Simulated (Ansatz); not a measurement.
A frame of AlN from dynamics at 3800 K, with the forces (eV/Å) computed on a k mesh in the last three columns. The calculation used DFT PBE, scalar-relativistic, plane waves, PAW in Ansatz 0.2.0.

Cutoff 420 eV; k points 4×4×4 on the computed 14-atom cell (Γ-centred); Fermi–Dirac smearing, width 0.33 eV; no spin polarisation.

```xyz
14
Lattice="5.225 0.075 -0.015 0.075 5.608 0.189 -0.015 0.189 5.502" Properties=species:S:1:pos:R:3:forces:R:3 pbc="T T T"
Al    2.799    0.311    2.063    1.850   -0.410   -4.390
Al    0.076    3.658    3.532    0.940   -3.210   -1.320
Al    4.687    0.370    4.285   -2.120    1.780    0.560
Al    0.335    1.272    1.364   -1.180    0.550   -0.510
Al    0.774    4.324    0.735   -4.630   -0.440    6.170
Al    2.109    1.395    4.358    0.530    2.900    0.900
Al    2.806    2.911    1.178    3.840    0.110   -0.340
N     1.440    4.865    4.806    3.580    4.290   -8.880
N     2.211    2.721    2.829   -1.500   -1.990    3.620
N     3.881    4.462    1.179    1.590   -0.190    0.760
N     2.510    5.203    3.803   -1.110    0.170    4.280
N     3.471    1.340    0.385    1.250   -0.620   -1.040
N     1.216    2.627    0.483   -2.660   -2.620   -2.340
N     4.867    1.737    2.969   -0.360   -0.340    2.530
```

Static pressure 3.0 GPa (no kinetic part), no gap on the mesh.

Counting as bonded all pairs within 1.2 times the summed covalent radii, but none from a metal cation to another cation:

```csv
atom → neighbour,mean count,mean length (Å),spread (Å)
Al → N,3.00,1.97,0.19
N → Al,3.00,1.97,0.19
N → N,0.29,1.50,0.00
```

Angles between all pairs of such bonds at an atom (mean ± spread): 109 ± 24° at Al, 108 ± 24° at N.

Spin polarisation was left out, and a magnetic state may lie lower.

Cost: 1 run of about 0.62 core-minutes, on Arm Neoverse V1 (shared hosts).